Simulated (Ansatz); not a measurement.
`CC(C)(C)OC=O` + `[SiH3][TeH]` → `O=C[Te][SiH3]` + tert-butanol  (substitution at a C–O bond)

Calculated with Ansatz (gas phase, PBE0-D4/def2-TZVP geometries, no zero-point term in ΔE). CCSD(T)/CBS is the MP2 limit (def2-TZVPP, def2-QZVPP) plus CCSD(T) − MP2 in def2-TZVPP, frozen cores. Functionals use def2-TZVPP. def2 core potentials past Kr. For Te outer-core shells are correlated without core-valence functions, which leaves a few kJ/mol of doubt a bond. Each species was taken in one conformer, which may not be the lowest.

```csv
level,ΔE (kcal/mol)
PBE-D4,7.5
PBE0-D4,10.4
B2PLYP,10.0
PBE0,10.1
HF/def2-TZVPP,16.7
CCSD/def2-TZVPP,12.2
MP2/def2-QZVPP,9.3
HF/CBS(def2),16.4
```

Question: What does CCSD(T)/CBS give? (Estimate.)

Answer: Computed: +9.6 kcal/mol. The listed levels differ from it by -2.1, 0.8, 0.4, 0.5, 7.1, 2.6, -0.3, 6.8 kcal/mol.

Largest T1 diagnostic among the species: 0.016.

In def2-TZVPP, CCSD(T) changes the Hartree–Fock value by −5.4 kcal/mol (the triples alone add −1.0 kcal/mol) and MP2 by −6.4 kcal/mol. From PBE to PBE0 (25 % exact exchange), in def2-TZVPP and without D4, ΔE moves by +3.0 kcal/mol.

CCSD(T)/CBS has its own doubt, a few kJ/mol and more with outer-core shells, so smaller differences from it don't rank the levels.
